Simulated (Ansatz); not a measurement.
## Redistribution: C4H7F + C4H10O → C4H8O + C4H9F

Species: C4H7F `FC1CCC1`, singlet; C4H10O (1-butanol) `CCCCO`, singlet; C4H8O (cyclobutanol) `OC1CCC1`, singlet; C4H9F (1-fluorobutane) `CCCCF`, singlet. The partners trade F for OH; both sit on C, so the bond types are kept.

Shapes, held fixed at every level: PBE0-D4/def2-TZVP. Flexible molecules stand in one conformer, not always the lowest. Programs: Ansatz 0.2.0. The zero-point and thermal change to 298 K, harmonic and unscaled (PBE0-D4/def2-TZVP), is -0.3 kJ/mol.

```csv
level,kind,ΔH(298 K) (kJ/mol),less CCSD(T)/CBS estimate
HF/def2-SVP,Hartree–Fock,-2.2,-1.5
r2SCAN0-D4/def2-TZVPP,global hybrid,-0.1,+0.6
B2PLYP/def2-TZVPP,double hybrid,-0.7,0.0
MP2/def2-SVP,perturbation theory,-3.0,-2.3
MP2/def2-TZVPP,perturbation theory,-1.5,-0.8
CCSD/def2-SVP,coupled cluster or CI,-2.4,-1.7
CCSD(T)/def2-TZVPP,coupled cluster or CI,-0.7,0.0
CCSD(T)/CBS estimate,coupled cluster or CI,-0.7,0.0
```

The highest level, CCSD(T)/CBS estimate, gives ΔH(298 K) = -0.7 kJ/mol; the levels span -3.0 to -0.1. That is about zero within the method's error. The column of differences is taken from that level and isn't an error. No measured value is set beside it here. The CBS estimate extrapolates MP2 from def2-TZVPP and def2-QZVPP and adds CCSD(T) − MP2 in the triple-zeta set, cores frozen.
